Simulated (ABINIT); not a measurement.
Ta:

```
Ta
1.0
    -1.65128    1.65128    1.65128
     1.65128   -1.65128    1.65128
     1.65128    1.65128   -1.65128
Ta
1
Cartesian
  0.0000 0.0000 0.0000
```

Base run:

- Program: ABINIT 10.8.3 (patched build)
- Functional: WC
- Potentials or basis: JTH PAW PBE v2.0
- Cutoff: 626 eV
- k mesh: 11 × 11 × 11
- Occupations: fermi-dirac, width 0.05 eV
- Spin: no spin polarisation

Its results: band gap on the k mesh none (metal or under the smearing width); pressure -3.7 GPa.

Task: After a change of settings the same cell gave: band gap on the k mesh none (metal or under the smearing width); pressure -9.6 GPa. Which change was it?
A. functional from WC to SCAN
B. functional from WC to BLYP
C. functional from WC to LDA
D. functional from WC to PBEsol

Result: C.

LDA binds more tightly than WC, so the same cell stands under less pressure.

Caveats: the PAW data sets were made with another functional, which shifts forces and pressure a little; spin-orbit coupling is left out, which moves the levels of the heavy elements.

Runs at the PBE level aren't shown here.
